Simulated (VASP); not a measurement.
# MgSi (P4/mmm) in VASP: further runs

One crystal, MgSi, is run at these levels: PBEsol; tasks: single point.

All numbers are computed with VASP 6.6.1; they aren't measurements. Logs are shortened: lines on timing, memory, paths and dates and some standing lists are left out, and cuts for length are marked.

## 1. The crystal as given

The structure is tetragonal, space group P4/mmm (No. 123). Conventional cell: a = 2.908 Å, b = 2.908 Å, c = 4.103 Å, α = 90.00°, β = 90.00°, γ = 90.00°. Mg (site symmetry 4/mmm) has 8 Si at 2.90 Å and 4 Mg at 2.91 Å as nearest neighbours. Si (site symmetry 4/mmm) is surrounded by 8 Mg at 2.90 Å and 4 Si at 2.91 Å.

The cell comes from a database or a generator and needn't be the stable form of this composition.

## 2. Single point, PBEsol

INCAR

```
PREC = Accurate ; ENCUT = 520
EDIFF = 1E-6 ; ISMEAR = 0
SIGMA = 0.15 ; LREAL = False
LASPH = True ; NELM = 100
ALGO = Normal ; ISIF = 2
LWAVE = False ; LCHARG = False
GGA = PS ; NBANDS = 10
```

KPOINTS

```
Automatic mesh
0
Gamma
  16 16 12
```

POSCAR

```
MgSi
1.0
    2.9083940000      0.0000000000      0.0000000000
    0.0000000000      2.9083940000      0.0000000000
    0.0000000000      0.0000000000      4.1034270000
Mg Si
1 1
Direct
    0.0000000000      0.0000000000      0.0000000000
    0.5000000000      0.5000000000      0.5000000000
```

Potentials or basis: VASP PAW PBE potentials, release 64 (Mg, Si).

Command:

```sh
> cat potpaw_PBE.64/Mg/POTCAR potpaw_PBE.64/Si/POTCAR > POTCAR
> mpirun -np 1 vasp_std > vasp.out
```

OUTCAR:

```text
PREC = Accurate
   ENCUT = 520
   EDIFF = 1E-6
   ISMEAR = 0
   LREAL = False
   LASPH = True
   NELM = 100
   ISIF = 2
   GGA = PS

 ion  position               nearest neighbor table
   1  0.000  0.000  0.000-   2 2.90   2 2.90   2 2.90   2 2.90   2 2.90   2 2.90   2 2.90   2 2.90

   2  0.500  0.500  0.500-   1 2.90   1 2.90   1 2.90   1 2.90   1 2.90   1 2.90   1 2.90   1 2.90

  LATTYP: Found a simple tetragonal cell.
 ALAT       =     2.9083940000
 C/A-ratio  =     1.4108910278

  Lattice vectors:

 A1 = (   2.9083940000,   0.0000000000,   0.0000000000)
 A2 = (   0.0000000000,   2.9083940000,   0.0000000000)
 A3 = (   0.0000000000,   0.0000000000,   4.1034270000)

Analysis of symmetry for initial positions (statically):
=====================================================================
 Subroutine PRICEL returns:
 Original cell was already a primitive cell.

 Routine SETGRP: Setting up the symmetry group for a
 simple tetragonal supercell.

 Subroutine GETGRP returns: Found 16 space group operations
 (whereof 16 operations were pure point group operations)
 out of a pool of 16 trial point group operations.

The static configuration has the point symmetry D_4h.

Analysis of symmetry for dynamics (positions and initial velocities):
=====================================================================
 Subroutine PRICEL returns:
 Original cell was already a primitive cell.

 Routine SETGRP: Setting up the symmetry group for a
 simple tetragonal supercell.

 Subroutine GETGRP returns: Found 16 space group operations
 (whereof 16 operations were pure point group operations)
 out of a pool of 16 trial point group operations.

The dynamic configuration has the point symmetry D_4h.

 Subroutine INISYM returns: Found 16 space group operations
 (whereof 16 operations are pure point group operations),
 and found     1 'primitive' translations

----------------------------------------------------------------------------------------

                                     Primitive cell

  volume of cell :      34.7099

  direct lattice vectors                    reciprocal lattice vectors
     2.908394000  0.000000000  0.000000000     0.343832369  0.000000000  0.000000000
     0.000000000  2.908394000  0.000000000     0.000000000  0.343832369  0.000000000
     0.000000000  0.000000000  4.103427000     0.000000000  0.000000000  0.243698743

  length of vectors
     2.908394000  2.908394000  4.103427000     0.343832369  0.343832369  0.243698743

  position of ions in fractional coordinates (direct lattice)
     0.000000000  0.000000000  0.000000000
     0.500000000  0.500000000  0.500000000

  ion indices of the primitive-cell ions
   primitive index   ion index
                 1           1
                 2           2

----------------------------------------------------------------------------------------

 KPOINTS: Automatic mesh

Automatic generation of k-mesh.
 Grid dimensions read from file:
 generate k-points for:   16   16   12

 Generating k-lattice:

  Cartesian coordinates                     Fractional coordinates (reciprocal lattice)
     0.021489523  0.000000000  0.000000000     0.062500000  0.000000000  0.000000000
     0.000000000  0.021489523  0.000000000     0.000000000  0.062500000  0.000000000
     0.000000000  0.000000000  0.020308229     0.000000000  0.000000000  0.083333333

  Length of vectors
     0.021489523  0.021489523  0.020308229

  Shift w.r.t. Gamma in fractional coordinates (k-lattice)
     0.000000000  0.000000000  0.000000000

 Subroutine IBZKPT returns following result:
 ===========================================

 Found    315 irreducible k-points:

 Following reciprocal coordinates:
            Coordinates               Weight
  0.000000  0.000000  0.000000      1.000000
  0.062500  0.000000  0.000000      4.000000
  0.125000  0.000000  0.000000      4.000000
  0.187500  0.000000  0.000000      4.000000
  0.250000  0.000000  0.000000      4.000000
  0.312500  0.000000  0.000000      4.000000
[... 16 lines left out ...]
  0.437500  0.125000  0.000000      8.000000
  0.500000  0.125000  0.000000      4.000000
 [... further k-points ...]
   k-points           NKPTS =    315   k-points in BZ     NKDIM =    315   number of bands    NBANDS=     10
   number of dos      NEDOS =    301   number of ions     NIONS =      2
   total plane-waves  NPLWV =  18432
   dimension x,y,z NGX =    24 NGY =   24 NGZ =   32
   dimension x,y,z NGXF=    48 NGYF=   48 NGZF=   64
   ions per type =               1   1
   NGX,Y,Z   is equivalent  to a cutoff of  13.72, 13.72, 12.96 a.u.
   NGXF,Y,Z  is equivalent  to a cutoff of  27.44, 27.44, 25.93 a.u.
 SYSTEM =  unknown system
   PREC   = accura    normal or accurate (medium, high low for compatibility)
   ISTART =      0    job   : 0-new  1-cont  2-samecut
   ICHARG =      2    charge: 1-file 2-atom 10-const
   ISPIN  =      1    spin polarized calculation?
   LNONCOLLINEAR =      F non collinear calculations
   LSORBIT =      F    spin-orbit coupling
   LASPH  =      T    aspherical Exc in radial PAW
   ENCUT  =  520.0 eV  38.22 Ry    6.18 a.u.   5.41  5.41  7.63*2*pi/ulx,y,z
   NELM   =    100;   NELMIN=  2; NELMDL= -5     # of ELM steps
   EDIFF  = 0.1E-05   stopping-criterion for ELM
   LREAL  =      F    real-space projection
   EDIFFG = 0.1E-04   stopping-criterion for IOM
   NSW    =      0    number of steps for IOM
   IBRION =     -1    ionic relax: 0-MD 1-quasi-New 2-CG
   NFREE  =      0    steps in history (QN), initial steepest desc. (CG)
   ISIF   =      2    stress and relaxation
   ISYM   =      2    0-nonsym 1-usesym 2-fastsym
   POTIM  = 0.5000    time-step for ionic-motion
   TEBEG  =    0.0;   TEEND  =   0.0 temperature during run
   PSTRESS=    0.0 pullay stress
   NELECT =       6.0000    total number of electrons
   NUPDOWN=      -1.0000    fix difference up-down
   EMIN   =  10.00;   EMAX   =-10.00  energy-range for DOS
   EFERMI =   0.00;   METHOD = LEGACY
   ISMEAR =     0;   SIGMA  =   0.15  broadening in eV -4-tet -1-fermi 0-gaus
   EFERMI_NEDOS =   21; number of points for ismear=-14 and -15
   IALGO  =     38    algorithm
   IMIX   =      4    mixing-type and parameters
     AMIX     =   0.40;   BMIX     =  1.00
     AMIX_MAG =   1.60;   BMIX_MAG =  1.00
  volume/ion in A,a.u.               =      17.35       117.12
  Fermi-wavevector in a.u.,A,eV,Ry     =   0.911957  1.723348 11.315488  0.831665
  Thomas-Fermi vector in A             =   2.036296
   LORBIT       =      0    0 simple, 1 ext, 2 COOP (PROOUT), +10 PAW based schemes
   GGA     = PS    functional components
   LHFCALC =     F    Hartree Fock is set to
   AEXX    =    0.0000 exact exchange contribution
   IVDW    =     0    specifies the selected vdW correction
   LEPSILON=     F    determine dielectric tensor
   LRPA    =     F    only Hartree local field effects (RPA)
 non-spin polarized calculation
 Gauss-broadening in eV      SIGMA  =   0.15
  energy-cutoff  :      520.00
  volume of cell :       34.71
 maximum number of plane-waves:       952
 NGX is ok and might be reduce to    24
   NGX = 11   NGY = 11   NGZ = 15

 number of electron       6.0000000 magnetization

 Free energy of the ion-electron system (eV)
  ---------------------------------------------------
  ext. energy  EPLUGINS =         0.00000000
  ---------------------------------------------------
  free energy    TOTEN  =        -7.35463317 eV

  energy without entropy =       -7.34476393  energy(sigma->0) =       -7.34969855

 E-fermi :   6.0929     XC(G=0):  -9.9670

 val. band max:        6.0886287206   @ k =   0.3125   0.3125   0.0000
 cond. band min:       6.0979567189   @ k =   0.3750   0.0625   0.5000
 fundamental gap:      0.0093279983
 Fermi energy:         6.0929049111

 k-point     1 :       0.0000    0.0000    0.0000
  band No.  band energies     occupation
      1      -5.1622      2.00000
      2       3.2641      2.00000
      3       5.1009      2.00000
      4      10.4426      0.00000
      5      10.4426      0.00000
      6      11.5092      0.00000
      7      14.4206      0.00000
      8      18.5623      0.00000
      9      18.5623      0.00000
     10      18.9830      0.00000

 k-point     2 :       0.0625    0.0000    0.0000
  band No.  band energies     occupation
      1      -5.0963      2.00000
      2       3.3223      2.00000
      3       5.1678      2.00000
      4       9.2771      0.00000
      5      10.4945      0.00000
      6      12.2856      0.00000
      7      14.9387      0.00000
      8      17.4619      0.00000
      9      18.3347      0.00000
     10      18.6252      0.00000

 k-point     3 :       0.1250    0.0000    0.0000
  band No.  band energies     occupation
      1      -4.8992      2.00000
      2       3.4961      2.00000
      3       5.3665      2.00000
      4       7.6441      0.00000
      5      10.6490      0.00000
      6      12.9130      0.00000
      7      15.8475      0.00000
      8      16.0800      0.00000
      9      17.4591      0.00000
     10      18.8132      0.00000

 k-point     4 :       0.1875    0.0000    0.0000
  band No.  band energies     occupation
      1      -4.5726      2.00000
      2       3.7830      2.00000
      3       5.6670      1.99994
      4       6.0580      1.25798
      5      10.9018      0.00000
      6      13.3755      0.00000
      7      14.2536      0.00000
      8      15.5178      0.00000
      9      18.6093      0.00000
     10      19.1236      0.00000
[... 222 lines left out ...]
 k-point    22 :       0.3750    0.1250    0.0000
  band No.  band energies     occupation
      1      -2.6262      2.00000
      2       2.0232      2.00000
      3       5.4519      2.00000
      4       7.6738      0.00000
      5       9.7126      0.00000
      6      10.4678      0.00000
      7      11.9671      0.00000
      8      14.7014      0.00000
      9      17.8171      0.00000
     10      17.8758      0.00000

 k-point    23 :       0.4375    0.1250    0.0000
  band No.  band energies     occupation
      1      -1.9361      2.00000
      2       0.9662      2.00000
      3       5.9717      1.74675
      4       8.3888      0.00000
      5       9.5730      0.00000
      6      10.2032      0.00000
      7      10.9563      0.00000
      8      13.8848      0.00000
      9      18.2368      0.00000
     10      18.4175      0.00000

 k-point    24 :       0.5000    0.1250    0.0000
  band No.  band energies     occupation
      1      -1.5469      2.00000
      2       0.4543      2.00000
      3       6.2179      0.23879
      4       8.8203      0.00000
      5       9.2017      0.00000
      6      10.4222      0.00000
      7      10.4316      0.00000
      8      13.5478      0.00000
      9      18.4244      0.00000
     10      18.6796      0.00000

 [... further k-points ...]

------------------------ aborting loop because EDIFF is reached ----------------------------------------

  FORCE on cell =-STRESS in cart. coord.  units (eV):
  Direction    XX          YY          ZZ          XY          YZ          ZX
  --------------------------------------------------------------------------------------
  -------------------------------------------------------------------------------------
  Total       -0.1670073     -0.1670073     -0.6896033      0.0000000     -0.0000000      0.0000000
  in kB       -7.7089067     -7.7089067    -31.8314729      0.0000000     -0.0000000      0.0000000
  external PRESSURE =     -15.7497621 kB  Pullay stress =       0.0000000 kB

 VOLUME and BASIS-vectors are now :
 -----------------------------------------------------------------------------
  energy-cutoff  :      520.00
  volume of cell :       34.71
      direct lattice vectors                 reciprocal lattice vectors
     2.908394000  0.000000000  0.000000000     0.343832369  0.000000000  0.000000000
     0.000000000  2.908394000  0.000000000     0.000000000  0.343832369  0.000000000
     0.000000000  0.000000000  4.103427000     0.000000000  0.000000000  0.243698743

 POSITION                                       TOTAL-FORCE (eV/Angst)
 -----------------------------------------------------------------------------------
      0.00000      0.00000      0.00000         0.000000      0.000000      0.000000
      1.45420      1.45420      2.05171         0.000000      0.000000      0.000000
 -----------------------------------------------------------------------------------
    total drift:                               -0.000000     -0.000000     -0.000000

  FREE ENERGIE OF THE ION-ELECTRON SYSTEM (eV)
  ---------------------------------------------------
  free  energy   TOTEN  =        -7.3546331699 eV

  energy  without entropy=       -7.3447639312  energy(sigma->0) =       -7.34969855
```

It took 34 s on 1 thread of Intel Xeon Platinum 8488C (Sapphire Rapids), shared host; peak memory 0.24 GiB.

Results:

* Free energy: -7.3546 eV
* Pressure: -1.6 GPa
* Band gap on the k mesh: none (metal or under the smearing width)

Caveat: the PAW data sets were made with another functional, which shifts forces and pressure a little.

## 3. Single point, PBEsol

INCAR

```
SYSTEM = MgSi
PREC = Accurate
ENCUT = 520
EDIFF = 1E-6
ISMEAR = 0
SIGMA = 0.15
LREAL = .FALSE.
LASPH = .TRUE.
NELM = 100
ALGO = Fast
ISIF = 2
LWAVE = .FALSE.
LCHARG = .TRUE.
GGA = PS
LELF = .TRUE.
LVHAR = .TRUE.
NBANDS = 10
```

KPOINTS

```
Automatic mesh
0
G
  18 18 14
  0 0 0
```

POSCAR is that of step 2.

Potentials or basis: VASP PAW PBE potentials, release 64 (Mg, Si).

Command:

```sh
> cat potpaw_PBE.64/Mg/POTCAR potpaw_PBE.64/Si/POTCAR > POTCAR
> mpirun -np 1 vasp_std > vasp.out
```

Wall time 48 s (1 thread of Intel Xeon Platinum 8488C (Sapphire Rapids), shared host); peak memory 0.28 GiB.

It converged, with:

- Free energy: -7.3573 eV
- Pressure: -1.6 GPa
- Band gap on the k mesh: none (metal or under the smearing width)

Stress tensor (GPa, compression positive):
```
-0.58  0.00  0.00
 0.00 -0.58  0.00
 0.00  0.00 -3.67
```

Levels at points of the mesh, in eV from the Fermi level:
| k point | band 1 | band 2 | band 3 | band 4 | band 5 | band 6 | band 7 |
| --- | --- | --- | --- | --- | --- | --- | --- |
| (0.00, 0.00, 0.00) | -11.20 | -2.78 | -0.94 | 4.40 | 4.40 | 5.47 | 8.38 |
| (0.50, 0.00, 0.00) | -7.85 | -5.83 | -0.07 | 2.54 | 2.93 | 4.15 | 6.59 |
| (0.50, 0.50, 0.00) | -4.33 | -3.03 | -3.03 | 0.43 | 2.80 | 5.60 | 5.60 |
| (0.00, 0.00, 0.50) | -10.19 | -7.06 | 4.89 | 4.89 | 6.82 | 7.64 | 8.51 |
| (0.50, 0.00, 0.50) | -6.97 | -4.86 | -3.75 | -1.53 | 7.16 | 9.89 | 10.46 |
| (0.50, 0.50, 0.50) | -3.33 | -2.26 | -2.26 | -0.57 | 1.25 | 1.25 | 1.34 |

Caveat: the PAW data sets were made with another functional, which shifts forces and pressure a little.
